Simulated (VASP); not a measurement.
# CaSe (Pm-3m) in VASP: single point with HSE06

Aim: the single point of CaSe with HSE06.

All numbers are computed with VASP 6.6.1; they aren't measurements. Logs are shortened: lines on timing, memory, paths and dates and some standing lists are left out, and cuts for length are marked.

## 1. The cell of the first run

Symmetry: Pm-3m, No. 221, cubic system. The conventional cell has a = 3.830 Å, b = 3.830 Å, c = 3.830 Å, α = 90.00°, β = 90.00°, γ = 90.00°. Around Ca (site symmetry m-3m) lie 8 Se at 3.32 Å. Se (site symmetry m-3m) is surrounded by 8 Ca at 3.32 Å.

The cell was built by a generator and needn't be a form met in nature.

## 2. Single point, HSE06 (hydrostatic strain +5.4%)

The input, POSCAR:

```
CaSe
1.0
    3.8296093905      0.0000000000      0.0000000000
    0.0000000000      3.8296093905      0.0000000000
    0.0000000000      0.0000000000      3.8296093905
Ca Se
1 1
Direct
    0.0000000000      0.0000000000      0.0000000000
    0.5000000000      0.5000000000      0.5000000000
```

The input, INCAR.step1:

```
PREC = Accurate ; ENCUT = 520
EDIFF = 1E-5 ; ISMEAR = 0
SIGMA = 0.01 ; LREAL = F
LASPH = T ; NELM = 100
ALGO = Normal ; ISIF = 2
LWAVE = T ; LCHARG = F
GGA = PE ; NBANDS = 15
```

The input, INCAR.step2:

```
PREC = Accurate ; ENCUT = 520
EDIFF = 1E-6 ; ISMEAR = 0
SIGMA = 0.01 ; LREAL = F
LASPH = T ; NELM = 100
ALGO = Normal ; ISIF = 2
LWAVE = F ; LCHARG = F
GGA = PE ; LHFCALC = T
HFSCREEN = 0.2079 ; PRECFOCK = Normal
ISTART = 1 ; NBANDS = 15
```

The input, KPOINTS:

```
regular mesh
0
Gamma
  6 6 6
```

Potentials or basis: VASP PAW PBE potentials, release 64 (Ca_sv, Se).

On the command line:

```
> cat potpaw_PBE.64/Ca_sv/POTCAR potpaw_PBE.64/Se/POTCAR > POTCAR
> cp INCAR.step1 INCAR
> mpirun -np 1 vasp_std > vasp.out
> cp INCAR.step2 INCAR
> mpirun -np 1 vasp_std > vasp.out
```

OUTCAR:

```text
PREC = Accurate
   ENCUT = 520
   EDIFF = 1E-6
   ISMEAR = 0
   LREAL = F
   LASPH = T
   NELM = 100
   ISIF = 2
   GGA = PE
   LHFCALC = T
   HFSCREEN = 0.2079
   PRECFOCK = Normal
   ISTART = 1

 ion  position               nearest neighbor table
   1  0.000  0.000  0.000-
   2  0.500  0.500  0.500-

  LATTYP: Found a simple cubic cell.
 ALAT       =     3.8296093905

  Lattice vectors:

 A1 = (   3.8296093905,   0.0000000000,   0.0000000000)
 A2 = (   0.0000000000,   3.8296093905,   0.0000000000)
 A3 = (   0.0000000000,   0.0000000000,   3.8296093905)

Analysis of symmetry for initial positions (statically):
=====================================================================
 Subroutine PRICEL returns:
 Original cell was already a primitive cell.

 Routine SETGRP: Setting up the symmetry group for a
 simple cubic supercell.

 Subroutine GETGRP returns: Found 48 space group operations
 (whereof 48 operations were pure point group operations)
 out of a pool of 48 trial point group operations.

The static configuration has the point symmetry O_h .

Analysis of symmetry for dynamics (positions and initial velocities):
=====================================================================
 Subroutine PRICEL returns:
 Original cell was already a primitive cell.

 Routine SETGRP: Setting up the symmetry group for a
 simple cubic supercell.

 Subroutine GETGRP returns: Found 48 space group operations
 (whereof 48 operations were pure point group operations)
 out of a pool of 48 trial point group operations.

The dynamic configuration has the point symmetry O_h .

 Subroutine INISYM returns: Found 48 space group operations
 (whereof 48 operations are pure point group operations),
 and found     1 'primitive' translations

----------------------------------------------------------------------------------------

                                     Primitive cell

  volume of cell :      56.1647

  direct lattice vectors                    reciprocal lattice vectors
     3.829609390  0.000000000  0.000000000     0.261123237  0.000000000  0.000000000
     0.000000000  3.829609390  0.000000000     0.000000000  0.261123237  0.000000000
     0.000000000  0.000000000  3.829609390     0.000000000  0.000000000  0.261123237

  length of vectors
     3.829609390  3.829609390  3.829609390     0.261123237  0.261123237  0.261123237

  position of ions in fractional coordinates (direct lattice)
     0.000000000  0.000000000  0.000000000
     0.500000000  0.500000000  0.500000000

  ion indices of the primitive-cell ions
   primitive index   ion index
                 1           1
                 2           2

----------------------------------------------------------------------------------------

 KPOINTS: regular mesh

Automatic generation of k-mesh.
 Grid dimensions read from file:
 generate k-points for:    6    6    6

 Generating k-lattice:

  Cartesian coordinates                     Fractional coordinates (reciprocal lattice)
     0.043520539  0.000000000  0.000000000     0.166666667  0.000000000  0.000000000
     0.000000000  0.043520539  0.000000000     0.000000000  0.166666667  0.000000000
     0.000000000  0.000000000  0.043520539     0.000000000  0.000000000  0.166666667

  Length of vectors
     0.043520539  0.043520539  0.043520539

  Shift w.r.t. Gamma in fractional coordinates (k-lattice)
     0.000000000  0.000000000  0.000000000

 Subroutine IBZKPT returns following result:
 ===========================================

 Found     20 irreducible k-points:

 Following reciprocal coordinates:
            Coordinates               Weight
  0.000000  0.000000  0.000000      1.000000
  0.166667  0.000000  0.000000      6.000000
  0.333333  0.000000  0.000000      6.000000
  0.500000  0.000000  0.000000      3.000000
  0.166667  0.166667  0.000000     12.000000
  0.333333  0.166667  0.000000     24.000000
[... 12 lines left out ...]
  0.500000  0.500000  0.333333      6.000000
  0.500000  0.500000  0.500000      1.000000
   k-points           NKPTS =     20   k-points in BZ     NKDIM =    216   number of bands    NBANDS=     15
   number of dos      NEDOS =    301   number of ions     NIONS =      2
   total plane-waves  NPLWV =  21952
   dimension x,y,z NGX =    28 NGY =   28 NGZ =   28
   dimension x,y,z NGXF=    56 NGYF=   56 NGZF=   56
   ions per type =               1   1
   NGX,Y,Z   is equivalent  to a cutoff of  12.15, 12.15, 12.15 a.u.
   NGXF,Y,Z  is equivalent  to a cutoff of  24.31, 24.31, 24.31 a.u.
 SYSTEM =  unknown system
   PREC   = accura    normal or accurate (medium, high low for compatibility)
   ISTART =      1    job   : 0-new  1-cont  2-samecut
   ICHARG =      0    charge: 1-file 2-atom 10-const
   ISPIN  =      1    spin polarized calculation?
   LNONCOLLINEAR =      F non collinear calculations
   LSORBIT =      F    spin-orbit coupling
   LASPH  =      T    aspherical Exc in radial PAW
   ENCUT  =  520.0 eV  38.22 Ry    6.18 a.u.   7.12  7.12  7.12*2*pi/ulx,y,z
   NELM   =    100;   NELMIN=  2; NELMDL=  0     # of ELM steps
   EDIFF  = 0.1E-05   stopping-criterion for ELM
   LREAL  =      F    real-space projection
   EDIFFG = 0.1E-04   stopping-criterion for IOM
   NSW    =      0    number of steps for IOM
   IBRION =     -1    ionic relax: 0-MD 1-quasi-New 2-CG
   NFREE  =      0    steps in history (QN), initial steepest desc. (CG)
   ISIF   =      2    stress and relaxation
   ISYM   =      3    0-nonsym 1-usesym 2-fastsym
   POTIM  = 0.5000    time-step for ionic-motion
   TEBEG  =    0.0;   TEEND  =   0.0 temperature during run
   PSTRESS=    0.0 pullay stress
   NELECT =      16.0000    total number of electrons
   NUPDOWN=      -1.0000    fix difference up-down
   EMIN   =  10.00;   EMAX   =-10.00  energy-range for DOS
   EFERMI =   0.00;   METHOD = LEGACY
   ISMEAR =     0;   SIGMA  =   0.01  broadening in eV -4-tet -1-fermi 0-gaus
   EFERMI_NEDOS =   21; number of points for ismear=-14 and -15
   IALGO  =     38    algorithm
   IMIX   =      1    mixing-type and parameters
     AMIX     =   0.40;   BMIX     =  1.00
     AMIX_MAG =   1.60;   BMIX_MAG =  1.00
  volume/ion in A,a.u.               =      28.08       189.51
  Fermi-wavevector in a.u.,A,eV,Ry     =   1.077193  2.035600 15.787460  1.160346
  Thomas-Fermi vector in A             =   2.213098
   LORBIT       =      0    0 simple, 1 ext, 2 COOP (PROOUT), +10 PAW based schemes
   GGA     = PE    functional components
   LHFCALC =     T    Hartree Fock is set to
   PRECFOCK=normal    Normal, Fast or Accurate (Low or Medium for compatibility)
   ENCUT4O =  -1.0   cutoff for four orbital integrals eV
   NKREDX  =     1    reduce k-point grid by
   NKREDY  =     1    reduce k-point grid by
   NKREDZ  =     1    reduce k-point grid by
   AEXX    =    0.2500 exact exchange contribution
   HFSCREEN=    0.2079 screening length (either q_TF or 0.3 A-1)
   HFSCREENC=   0.2079 screening length for correlation (either q_TF or 0.3 A-1)
   ENCUTFOCK=  -1.0 apply spherical cutoff to Coloumb kernel
   IVDW    =     0    specifies the selected vdW correction
   LEPSILON=     F    determine dielectric tensor
   LRPA    =     F    only Hartree local field effects (RPA)
 non-spin polarized calculation
 Gauss-broadening in eV      SIGMA  =   0.01
  energy-cutoff  :      520.00
  volume of cell :       56.16
 maximum number of plane-waves:      1532
  NGX = 24; NGY = 24; NGZ = 24

 number of electron      16.0000008 magnetization

 Free energy of the ion-electron system (eV)
  ---------------------------------------------------
  ext. energy  EPLUGINS =         0.00000000
  ---------------------------------------------------
  free energy    TOTEN  =        -9.77864170 eV

  energy without entropy =       -9.77864170  energy(sigma->0) =       -9.77864170

 E-fermi :   2.6558     XC(G=0):  -7.4551

 val. band max:        2.5897154594   @ k =   0.5000   0.5000   0.0000
 cond. band min:       4.3110072865   @ k =   0.5000   0.5000   0.0000
 fundamental gap:      1.7212918271
 Fermi energy:         2.6557526406

 k-point     1 :       0.0000    0.0000    0.0000
  band No.  band energies     occupation
      1     -42.3225      2.00000
      2     -21.7776      2.00000
      3     -21.7776      2.00000
      4     -21.7776      2.00000
      5     -10.9094      2.00000
      6       1.7739      2.00000
      7       1.7739      2.00000
      8       1.7739      2.00000
      9       4.5973      0.00000
     10       4.9658      0.00000
     11       4.9658      0.00000
     12       8.0770      0.00000
     13       8.0770      0.00000
     14       8.0770      0.00000
     15      12.5346      0.00000

 k-point     2 :       0.1667    0.0000    0.0000
  band No.  band energies     occupation
      1     -42.3210      2.00000
      2     -21.8032      2.00000
      3     -21.7749      2.00000
      4     -21.7749      2.00000
      5     -10.7796      2.00000
      6       0.3567      2.00000
      7       1.7727      2.00000
      8       1.7727      2.00000
      9       5.1499      0.00000
     10       5.2087      0.00000
     11       6.2637      0.00000
     12       8.1369      0.00000
     13       8.1633      0.00000
     14       8.1633      0.00000
     15      11.8727      0.00000
[... 293 lines left out ...]
      3     -21.8469      2.00000
      4     -21.8218      2.00000
      5      -9.7313      2.00000
      6      -0.6618      2.00000
      7      -0.6618      2.00000
      8      -0.0498      2.00000
      9       5.9515      0.00000
     10       6.9230      0.00000
     11       6.9230      0.00000
     12       8.7936      0.00000
     13       9.0604      0.00000
     14       9.4265      0.00000
     15       9.6991      0.00000

 k-point    20 :       0.5000    0.5000    0.5000
  band No.  band energies     occupation
      1     -42.3046      2.00000
      2     -21.8426      2.00000
      3     -21.8426      2.00000
      4     -21.8426      2.00000
      5      -9.6142      2.00000
      6      -0.6423      2.00000
      7      -0.6423      2.00000
      8      -0.6423      2.00000
      9       6.9788      0.00000
     10       6.9788      0.00000
     11       6.9788      0.00000
     12       9.0768      0.00000
     13       9.0771      0.00000
     14       9.1666      0.00000
     15       9.1666      0.00000

------------------------ aborting loop because EDIFF is reached ----------------------------------------

  FORCE on cell =-STRESS in cart. coord.  units (eV):
  Direction    XX          YY          ZZ          XY          YZ          ZX
  --------------------------------------------------------------------------------------
  -------------------------------------------------------------------------------------
  Total       -2.1382128     -2.1382128     -2.1382128      0.0000000      0.0000000      0.0000000
  in kB      -60.9955375    -60.9955375    -60.9955375      0.0000000      0.0000000      0.0000000
  external PRESSURE =     -60.9955375 kB  Pullay stress =       0.0000000 kB

 VOLUME and BASIS-vectors are now :
 -----------------------------------------------------------------------------
  energy-cutoff  :      520.00
  volume of cell :       56.16
      direct lattice vectors                 reciprocal lattice vectors
     3.829609390  0.000000000  0.000000000     0.261123237  0.000000000  0.000000000
     0.000000000  3.829609390  0.000000000     0.000000000  0.261123237  0.000000000
     0.000000000  0.000000000  3.829609390     0.000000000  0.000000000  0.261123237

 POSITION                                       TOTAL-FORCE (eV/Angst)
 -----------------------------------------------------------------------------------
      0.00000      0.00000      0.00000         0.000000      0.000000      0.000000
      1.91480      1.91480      1.91480         0.000000      0.000000      0.000000
 -----------------------------------------------------------------------------------
    total drift:                               -0.000000     -0.000000     -0.000000

  FREE ENERGIE OF THE ION-ELECTRON SYSTEM (eV)
  ---------------------------------------------------
  free  energy   TOTEN  =        -9.7786417024 eV

  energy  without entropy=       -9.7786417024  energy(sigma->0) =       -9.77864170
```

It took 18 min on 1 thread of Intel Xeon 6975P-C (Granite Rapids), shared host; peak memory 0.29 GiB.

Results:

* Free energy: -9.7786 eV
* Pressure: -6.1 GPa
* Band gap on the k mesh: 1.72 eV, direct

Levels at points of the mesh, in eV from the valence-band top:
```
           k point  band 5  band 6  band 7  band 8  band 9  band 10  band 11  band 12
(0.00, 0.00, 0.00)  -13.50   -0.82   -0.82   -0.82    2.01     2.38     2.38     5.49
(0.50, 0.00, 0.00)  -12.93   -4.54   -0.83   -0.83    3.30     4.73     5.74     5.74
(0.50, 0.50, 0.00)  -12.64   -3.31   -3.31    0.00    1.72     3.87     4.35     4.35
(0.50, 0.50, 0.50)  -12.20   -3.23   -3.23   -3.23    4.39     4.39     4.39     6.49
```

Caveat: the PAW data sets were made with another functional, which shifts forces and pressure a little.
